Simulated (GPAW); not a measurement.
Set up this calculation in GPAW 26.7.0, as an ASE script.

```yaml
Task: single point
Functional: TB-mBJ
Potentials_or_basis: GPAW PAW data sets for LDA (gpaw-data 1.2.1)
Cutoff: 600 eV
Basis: pw
k_mesh: 4 × 4 × 4
Occupations: fermi-dirac, width 0.05 eV
Spin: no spin polarisation
Maxiter: 150
```

Crystal: Si.

```xyz
8
Lattice="4.7132 2.7212 1.8840 -4.7132 2.7212 1.8840 0.0000 -5.4424 1.8840" Properties=species:S:1:pos:R:3 pbc="T T T"
Si    2.3644   -2.4326    2.3565
Si    0.0000    0.0000    1.6230
Si    0.9245    3.2640    2.3565
Si   -2.3644    2.4326    3.2955
Si   -0.9245   -3.2640    3.2955
Si    0.0000    0.0000    4.0290
Si    3.2889    0.8313    3.2955
Si   -3.2889   -0.8313    2.3565
```

This isn't the form of Si at room conditions, which is diamond.

One way to write it, as run:

run.py

```python
from ase import Atoms
from ase.dft.bandgap import bandgap
from ase.io import write
from gpaw import GPAW, PW

atoms = Atoms(['Si', 'Si', 'Si', 'Si', 'Si', 'Si', 'Si', 'Si'],
              cell=[[4.7132352766, 2.7211876557, 1.8839989006],
                    [-4.7132352766, 2.7211876557, 1.8839989006],
                    [0.0, -5.4423753114, 1.8839989006]],
              scaled_positions=[[0.5187605, 0.01710242, 0.71491061],
                                [0.28715485, 0.28715485, 0.28715485],
                                [0.71491061, 0.5187605, 0.01710242],
                                [0.4812395, 0.98289758, 0.28508939],
                                [0.28508939, 0.4812395, 0.98289758],
                                [0.71284515, 0.71284515, 0.71284515],
                                [0.98289758, 0.28508939, 0.4812395],
                                [0.01710242, 0.71491061, 0.5187605]],
              pbc=True)

calc = GPAW(mode=PW(600),
            xc='TB09',
            kpts={'size': (4, 4, 4), 'gamma': True},
            occupations={'name': 'fermi-dirac', 'width': 0.05},
            nbands=32,
            convergence={'density': 1e-05, 'energy': 1e-05},
            eigensolver='cg',
            maxiter=150,
            txt='gpaw.txt')
atoms.calc = calc
energy = atoms.get_potential_energy()
calc.write('gs.gpw')
write('result.traj', atoms)
print('Fermi level:', round(calc.get_fermi_level(), 4), 'eV')
print(f'Gap: {bandgap(calc)[0]:.4f} eV, direct: {bandgap(calc, direct=True)[0]:.4f} eV')
```

Potentials or basis: GPAW PAW data sets for LDA (gpaw-data 1.2.1), pw.

Launch:

```bash
$ OMP_NUM_THREADS=1 python run.py
```

Results of the run:

```yaml
Band_gap_on_the_k_mesh: 0.25 eV, indirect (least direct gap 1.39 eV)
```

Caveat: a model potential gives levels but no total energy.

Wall time 2.5 min on 1 thread of Arm Neoverse V2 (shared host), peak memory 0.3 GiB.
